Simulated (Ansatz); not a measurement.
Be: rattling a relaxed structure

The cell was found from a structure generator's guess, not taken from experiment.

The calculation used DFT PBE, scalar-relativistic, plane waves, PAW (Ansatz 0.2.0). Settings: cutoff 420 eV, Γ-centred mesh 16×16×16 on the computed 3-atom cell, Gaussian smearing of 0.10 eV; no spin polarisation.

The cell below (3 atoms, space group Im-3m (No. 229)) is relaxed within its symmetry.

```
Be
1.0
    -2.00101    2.00101    2.00101
     2.00101   -2.00101    2.00101
     2.00101    2.00101   -2.00101
Be
3
Direct
  0.50000 0.50000 0.00000
  0.00000 0.50000 0.50000
  0.50000 0.00000 0.50000
```

For the test a repeat of it with 6 atoms (edges 3.47, 3.47, 5.66 Å) was strained at random (σ = 1.5 % a component), the atoms were moved at random (σ = 0.10 Å), and all was relaxed again on a coarse 6×6×4 mesh (in the run’s order of axes) with 0.20 eV smearing, with no symmetry imposed.

Problem. What happens?

Solution. It doesn't return. The energy falls by 825 meV/atom on that mesh, the volume changes by -25.9 %, and the end has space group Fm-3m (No. 225) at a loose tolerance. Relaxed again on a 30×30×30 mesh with 0.10 eV smearing, the new structure lies 835 meV/atom below the first (mesh in the axes of the run's cell; the cell below is made exact in the group named). Space group Fm-3m (No. 225), cubic, a = 3.157 Å. Around Be lie 12 Be at 2.23 Å.

```
Be
1.0
     0.00000    1.57842    1.57842
     1.57842    0.00000    1.57842
     1.57842    1.57842    0.00000
Be
1
Direct
  0.50000 0.50000 0.50000
```
